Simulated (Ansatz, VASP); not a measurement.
Two plane-wave programs on BN

```
B N
1.0
     2.51214    0.00000    0.00000
    -1.25607    2.17558    0.00000
     0.00000    0.00000    8.36125
B N
2 2
Direct
  0.00000 0.00000 0.00000
  0.33333 0.66667 0.50000
  0.33333 0.66667 0.00000
  0.66667 0.33333 0.50000
```

Measurements of this composition are mostly on another form, of space group No. 194.

Alike in both runs: task relaxation of cell and atoms; functional PBE; k mesh 12 × 12 × 4; occupations gaussian, width 0.02 eV; no spin polarisation.

|  | VASP | Ansatz |
| --- | --- | --- |
| version | VASP 6.6.1 | Ansatz 0.2.0 |
| potentials or method | VASP PAW PBE potentials, release 64 (B, N) | scalar-relativistic, plane waves, PAW |
| plane-wave cutoff (eV) | 600 | 420 |
| valence electrons in the cell | 16 | 16 |

```csv
,VASP,Ansatz,Ansatz less VASP
"gap on the k mesh at the Fermi level, each at its own relaxed structure (eV)",4.52,4.38,-0.137
relaxed volume (Å³/atom),10.75,11.42,+0.676
relaxed cell length with the largest relative difference (Å),7.867,8.361,+0.4946
```

One of these differences is far larger than is usual between the two programs; its cause wasn't traced.

Caveats: this functional lacks dispersion, which binds the layers, so the pressure and a relaxed spacing across them are unreliable. A k mesh can miss the band edges.
